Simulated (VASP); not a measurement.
A run of VASP 6.6.1:

INCAR

```
SYSTEM = NaI
PREC = Accurate ; ENCUT = 520
EDIFF = 1E-6 ; ISMEAR = 0
SIGMA = 0.028999999999999998 ; LREAL = .FALSE.
LASPH = .TRUE. ; NELM = 60
ALGO = Fast ; ISIF = 2
LWAVE = .FALSE. ; LCHARG = .FALSE.
GGA = PE ; NBANDS = 14
```

File KPOINTS:

```
Automatic mesh
0
G
  7 7 7
  0 0 0
```

The input POSCAR:

```
NaI
1.0
    0.0000000000      3.2364000000      3.2364000000
    3.2364000000      0.0000000000      3.2364000000
    3.2364000000      3.2364000000      0.0000000000
I Na
1 1
Direct
    0.5000000000      0.5000000000      0.5000000000
    0.0000000000      0.0000000000      0.0000000000
```

Potentials or basis: VASP PAW PBE potentials, release 64 (I, Na_pv).

Command:

```sh
$ cat potpaw_PBE.64/I/POTCAR potpaw_PBE.64/Na_pv/POTCAR > POTCAR
$ mpirun -np 1 vasp_std > vasp.out
```

Hardware: 1 thread of Intel(R) Xeon(R) 6975P-C (Granite Rapids) (shared host).

**Question.** Estimate the wall time of this run.

**Answer.** Wall time 9.6 s on 1 thread of Intel(R) Xeon(R) 6975P-C (Granite Rapids), with other jobs on the host, peak memory 0.2 GiB. Counts: scf iterations 13, k points 20.
